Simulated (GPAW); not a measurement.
**AlNi3 in GPAW: the effect of starting spin order**

AlNi3:

```
Ni Al
1.0
     3.52305    0.00000    0.00000
     0.00000    3.52305    0.00000
     0.00000    0.00000    3.52305
Ni Al
3 1
Direct
  0.50000 0.50000 0.00000
  0.50000 0.00000 0.50000
  0.00000 0.50000 0.50000
  0.00000 0.00000 0.00000
```

The cell is a database's computed one.

Alike in all runs:

| Quantity | Value |
| --- | --- |
| Program | GPAW 26.7.0 |
| Task | single point |
| Functional | PBEsol |
| Potentials or basis | PAW data sets generated in the run's folder for this functional |
| Cutoff | 600 eV |
| Basis | pw |
| k mesh | 8 × 8 × 8 |
| Occupations | fermi-dirac, width 0.05 eV |

Q: One run gave: energy over the lowest run 3.3 meV/atom; final net moment 0.00 μB; final largest site moment 0.00 μB. Which starting spin order did it use?
A. afm
B. nm
C. afm larger moments
D. fm  larger moments
E. fm

A: B.

```csv
starting spin order,spin,starting moments,energy over the lowest run (meV/atom),final net moment (μB),final largest site moment (μB)
nm,no spin polarisation,-,3.3,0.00,0.00
fm,"collinear spin, ferromagnetic start","[1.0, 1.0, 1.0, 0.0] μB",0.0,0.67,0.25
afm,"collinear spin, antiferromagnetic start","[1.0, -1.0, 1.0, 0.0] μB",0.0,0.67,0.25
fm  larger moments,"collinear spin, ferromagnetic start","[2.5, 2.5, 2.5, 0.0] μB",0.0,0.67,0.25
afm larger moments,"collinear spin, antiferromagnetic start","[2.5, -2.5, 2.5, 0.0] μB",0.0,0.67,0.25
```
